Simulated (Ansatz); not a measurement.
Input and output of a one-shot G0W0 calculation on a 3-atom cell of CaF2 started from a crystallographic database (the plane-wave code Ansatz, G0W0@PBE with 120 empty bands, a screening cutoff of 120 eV and a 4×4×4 mesh). Cell and atoms come from a relaxation with r2SCAN.

Input (YAML):
```yaml
crystal:
  lattice:
    - [0.0, 2.719592886, 2.719592886]
    - [2.719592886, 0.0, 2.719592886]
    - [2.719592886, 2.719592886, 0.0]
  atoms:
    - { symbol: Ca, position: [0.0, 0.0, 0.0] }
    - { symbol: F, position: [0.25, 0.25, 0.25] }
    - { symbol: F, position: [0.75, 0.75, 0.75] }
kpoints:
  mp_grid: { grid: [4, 4, 4] }
hamiltonian:
  xc: pbe
scf:
  occupations: { method: fixed }
gw:
  n_empty_bands: 120
  ecut_chi: 120
  qp_bands: [v2, c2]
  qp_kpoints: band_edges
  screening: { model: contour_deformation }
```

Run as `ansatz run input.yaml --threads 2 --pin off --max-ram 2211MiB --backend cpu --events-out ev --progress --plain --runs-dir out`.

The log, with set-up remarks and timings taken out:
```
Pseudopotential: Ca, paw, valence charge 10, recommended cutoff 420 eV (normal)
Pseudopotential: F, paw, valence charge 7, recommended cutoff 420 eV (normal)
Functional definition: PBE
Crystal: 3 atoms, lattice volume = 40.229 Å³
Basis set: ecut = 420 eV, 749 PW (Γ)
Bands: 16, of which v1, the nominal top of the filled ones, is band 12 counted from 1 (11 counted from 0)
Symmetry: 48 space group operations
Space group: Fm-3m (ITA 225)
k-points: 8 of 64
SCF converged after 7 iterations
Free energy (F): -3439.794888 eV
Fermi energy:    3.448197 eV
--- Per-component energies (eV) ---
  E_band       = -183.364946
  E_kinetic    = 694.485747
  E_local      = -1778.502326
  E_nonlocal   = 210.203384
  E_hartree    = 633.093377
  E_xc         = -299.177033
  E_vxc        = -378.792611
  E_paw        = -1259.660645
  E_vpaw       = -196.948918
  E_ewald      = -1640.241487
--- G₀W₀: contour deformation, 5 samples at zero and on the imaginary axis and 1 off it, 64 q-points, 120 empty bands' worth ---
    ik  band        ε_KS         Σx   Σc(E_QP)       V_xc       Z   E_QP_lin       E_QP  E_QP is
     0    11      3.1914   -31.6953     5.6180   -23.9421  0.7949     1.0086     1.0563  root
     0    12      3.1914   -31.6953     5.6180   -23.9421  0.7949     1.0086     1.0563  root
     0    13     10.8247    -6.0114    -3.3632   -10.3336  0.8838    11.7881    11.7836  root
     0    14     12.6691    -7.9501    -4.6440   -15.6257  0.8545    15.7802    15.7007  root
     1    11      2.9343   -31.2691     5.5950   -23.5024  0.7944     0.7118     0.7626  root
     1    12      2.9343   -31.2691     5.5950   -23.5024  0.7944     0.7118     0.7626  root
     1    13     12.1301    -6.9972    -3.3594   -11.5804  0.8755    13.3619    13.3538  root
     1    14     12.7827    -8.2812    -4.6141   -15.9306  0.8524    15.8992    15.8181  root
     2    11      2.6050   -31.0637     5.6392   -23.1977  0.7926     0.3224     0.3783  root
     2    12      2.6050   -31.0637     5.6392   -23.1977  0.7926     0.3224     0.3783  root
     2    13     12.8905    -8.4085    -4.6348   -16.0987  0.8507    16.0302    15.9460  root
     2    14     12.8905    -8.4085    -4.6348   -16.0987  0.8507    16.0302    15.9460  root
     3    11      3.1925   -31.7329     5.6177   -23.9930  0.7947     1.0232     1.0703  root
     3    12      3.1925   -31.7329     5.6177   -23.9930  0.7947     1.0232     1.0703  root
     3    13     12.1173    -8.3024    -3.7335   -14.1961  0.8611    14.3097    14.2774  root
     3    14     13.0204    -6.9029    -3.9220   -12.6366  0.8690    14.8539    14.8321  root
     4    11      2.9568   -31.2905     5.5980   -23.5292  0.7942     0.7433     0.7936  root
     4    12      3.0387   -31.4155     5.5965   -23.6796  0.7943     0.8506     0.8994  root
     4    13     12.0474    -8.0886    -3.9134   -14.3785  0.8596    14.4650    14.4239  root
     4    14     13.2216    -8.5138    -4.8182   -16.5302  0.8474    16.5188    16.4198  root
     5    11      2.5012   -30.7149     5.5952   -22.8843  0.7928     0.2090     0.2657  root
     5    12      3.2343   -31.7698     5.6132   -24.0467  0.7947     1.0780     1.1244  root
     5    13     12.2675    -7.5273    -3.9841   -13.8170  0.8624    14.6116    14.5731  root
     5    14     12.9045    -8.6141    -4.5967   -16.2587  0.8500    16.0361    15.9524  root
     6    11      3.0796   -31.4079     5.5795   -23.7127  0.7943     0.9164     0.9639  root
     6    12      3.4482   -32.1203     5.6500   -24.3860  0.7950     1.3195     1.3638  root
     6    13     11.6110    -8.0463    -3.7549   -14.0429  0.8618    13.8869    13.8526  root
     6    14     13.0441    -9.3184    -4.6017   -17.0415  0.8544    16.2452    16.1655  root
     7    11      3.1652   -31.5168     5.5758   -23.8401  0.7946     1.0179     1.0643  root
     7    12      3.3563   -31.9800     5.6488   -24.2296  0.7948     1.2093     1.2547  root
     7    13     11.9386    -8.2755    -3.8223   -14.4269  0.8593    14.3065    14.2677  root
     7    14     13.2600    -8.5689    -4.8264   -16.5991  0.8467    16.5641    16.4638  root ?
```

The points are ik 0 = (0, 0, 0) (Γ), ik 1 = (0, 0, 1/4), ik 2 = (0, 0, -1/2) (L), ik 3 = (0, 1/4, 1/4), ik 4 = (0, 1/4, -1/2), ik 5 = (0, 1/4, -1/4), ik 6 = (0, -1/2, -1/2) (X), ik 7 = (1/4, -1/2, -1/4) (W); band 12 is the last filled one.

G0W0 moves the gap on the mesh from 7.38 eV (PBE) to 10.42 eV (X to Γ). Renormalisation factors Z lie between 0.79 and 0.88. No extrapolation in bands, cutoff or mesh was made for G0W0.

No spin polarisation and no zero-point or thermal motion.
